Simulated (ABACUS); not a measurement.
A run of ABACUS 3.10.1 is set up as follows.

The input run_abacus.py:

```python
"""ABACUS run from a structure file: ASE reads it, the script writes STRU, KPT and INPUT."""
import re
import subprocess
from ase.io import read
from ase.units import Bohr

atoms = read("Na.xyz")
atoms = atoms[(-atoms.numbers).argsort(kind="stable")]  # ABACUS lists atoms element by element
pseudo = {'Na': 'Na_ONCV_PBE-1.2.upf'}
orbital = {'Na': 'Na_confined-atom_9au_3s2p1d.orb'}
magmoms = None
kmesh = [7, 7, 7]
params = {
    'suffix': 'Na',
    'calculation': 'scf',
    'basis_type': 'lcao',
    'pseudo_dir': './',
    'orbital_dir': './',
    'symmetry': 1,
    'dft_functional': 'scan',
    'ecutwfc': 100,
    'pseudo_rcut': 10,
    'nspin': 1,
    'nbands': 14,
    'ks_solver': 'genelpa',
    'smearing_method': 'fd',
    'smearing_sigma': 0.00367493,
    'scf_thr': 1e-07,
    'scf_nmax': 100,
    'mixing_type': 'broyden',
    'mixing_beta': 0.7,
    'cal_force': 1,
    'cal_stress': 1,
    'mixing_tau': 1,
    'out_mul': 1,
    'out_chg': 1,
    'out_pot': 2,
    'out_elf': 1,
}

symbols = atoms.get_chemical_symbols()
elements = list(dict.fromkeys(symbols))
lines = ["ATOMIC_SPECIES"] + [f"{e} {atoms.get_masses()[symbols.index(e)]:.4f} {pseudo[e]}" for e in elements]
if orbital:
    lines += ["", "NUMERICAL_ORBITAL"] + [orbital[e] for e in elements]
lines += ["", "LATTICE_CONSTANT", f"{1 / Bohr:.10f}", "", "LATTICE_VECTORS"]
lines += [" ".join(f"{x:.10f}" for x in v) for v in atoms.cell]
lines += ["", "ATOMIC_POSITIONS", "Direct"]
for e in elements:
    lines += ["", e, "0.0", str(symbols.count(e))]
    for i, p in enumerate(atoms.get_scaled_positions(wrap=False)):
        if symbols[i] == e:
            mag = "" if magmoms is None else " mag " + " ".join(str(x) for x in (magmoms[i] if isinstance(magmoms[i], list) else [magmoms[i]]))
            lines.append(" ".join(f"{x:.10f}" for x in p) + " 1 1 1" + mag)
open("STRU", "w").write("\n".join(lines) + "\n")
open("KPT", "w").write("K_POINTS\n0\nGamma\n%d %d %d 0 0 0\n" % tuple(kmesh))
open("INPUT", "w").write("INPUT_PARAMETERS\n" + "".join(f"{k:<20s}{v}\n" for k, v in params.items()))

done = subprocess.run(['mpirun', '-np', '4', 'abacus'])
if done.returncode:
    raise SystemExit(done.returncode)
log = open("OUT.Na/running_scf.log").read()
print("final energy (eV):", re.findall(r"FINAL_ETOT_IS (\S+)", log))
```

The input Na.xyz:

```xyz
1
Lattice="-2.1410000000 2.1410000000 2.1410000000 2.1410000000 -2.1410000000 2.1410000000 2.1410000000 2.1410000000 -2.1410000000" Properties=species:S:1:pos:R:3 pbc="T T T"
Na     0.0000000000      0.0000000000      0.0000000000
```

Potentials or basis: SG15 ONCV 1.2 PBE, DZP LCAO (the cutoffs set its grid).

Run with:

```sh
$ OMP_NUM_THREADS=1 python run_abacus.py > log
```

What does it give for the band gap on the k mesh?

None (metal or under the smearing width).

What does it give for the pressure?

-0.5 GPa.

Caveat: the atomic orbitals were generated for these runs and aren't a published set; the potentials were made for another functional, which shifts forces and pressure; the basis of atomic orbitals isn't converged, which shifts pressures, moduli and gaps.
